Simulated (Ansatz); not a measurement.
# InAs: band gap under strain

How does strain move the band edges of InAs built on the zincblende prototype, and do the functionals agree on it? States: no strain; +2.0 % equal strain in all directions; -1.5 % equal strain in all directions.

The runs shown are made with Ansatz 0.2.0. PAW datasets, plane waves. Calculated at 0 K for a non-magnetic cell.

### Step 1. The cell

The unstrained cell was relaxed with r2SCAN; in each strained cell the atoms were relaxed again with r2SCAN. Names of k-points are those of the unstrained zone, where strain can split equivalent points. First state: no strain.

The symmetry is F-43m (No. 216, cubic); a = 6.109 Å in the conventional setting, 28.50 Å³ an atom. Near In stand 4 As at 2.65 Å; near As stand 4 In at 2.65 Å.

The structure in full:

```
In As
1.0
     0.00000    3.05459    3.05459
     3.05459    0.00000    3.05459
     3.05459    3.05459    0.00000
In As
1 1
Cartesian
  0.0000 0.0000 0.0000
  1.5273 1.5273 1.5273
```

### Step 2. No strain: PBE

input.yaml reads:

```yaml
crystal:
  lattice:
    - [0.0, 3.0545904732, 3.0545904732]
    - [3.0545904732, 0.0, 3.0545904732]
    - [3.0545904732, 3.0545904732, 0.0]
  atoms:
    - { symbol: In, position: [0.0, 0.0, 0.0] }
    - { symbol: As, position: [0.25, 0.25, 0.25] }
kpoints:
  mp_grid: { grid: [8, 8, 8] }
  band_path:
    path:
      - [0.0, 0.0, 0.0]
      - [-0.5, -0.5, 0.0]
      - [-0.375, -0.375, 0.25]
      - [-0.375, 0.0, 0.375]
      - [0.0, 0.0, 0.5]
      - [-0.5, -0.25, 0.25]
    npoints: 1
hamiltonian:
  xc: pbe
scf:
  occupations: { method: fermi_dirac, width: 0.02 }
  n_extra_bands: 4
output:
  forces: true
  stress: true
  eigenvalues: true
```

Further steps of the session: No strain: r2SCAN; No strain: HSE06; +2.0 % equal strain in all directions: PBE; +2.0 % equal strain in all directions: r2SCAN; +2.0 % equal strain in all directions: HSE06; -1.5 % equal strain in all directions: PBE; -1.5 % equal strain in all directions: r2SCAN; -1.5 % equal strain in all directions: HSE06.

Q: Predict the outcome of this session.

**Answer**, as computed:

Least gap in eV (negative: overlap), with the change from the unstrained cell in brackets:

| state | volume change (%) | PBE | r2SCAN | HSE06 |
| --- | --- | --- | --- | --- |
| no strain | +0.0 | 0.00 | 0.08 | 0.36 |
| +2.0 % equal strain in all directions | +6.1 | 0.00 (+0.00) | 0.00 (-0.08) | 0.00 (-0.36) |
| -1.5 % equal strain in all directions | -4.4 | 0.00 (+0.00) | 0.33 (+0.25) | 0.63 (+0.27) |

The largest move of the HSE06 gap in the table is -0.358 eV, under +2.0 % equal strain in all directions. PBE and HSE06 differ by 0.36 eV on the unstrained gap, and by at most 0.36 eV on its change. Under -1.5 % equal strain in all directions PBE gives no gap, or under 0.02 eV, while HSE06 has one. Spin-orbit coupling is left out of the table, though the cell holds In (Z = 49); in an element this heavy it can shift bands and gaps by tenths of an eV.
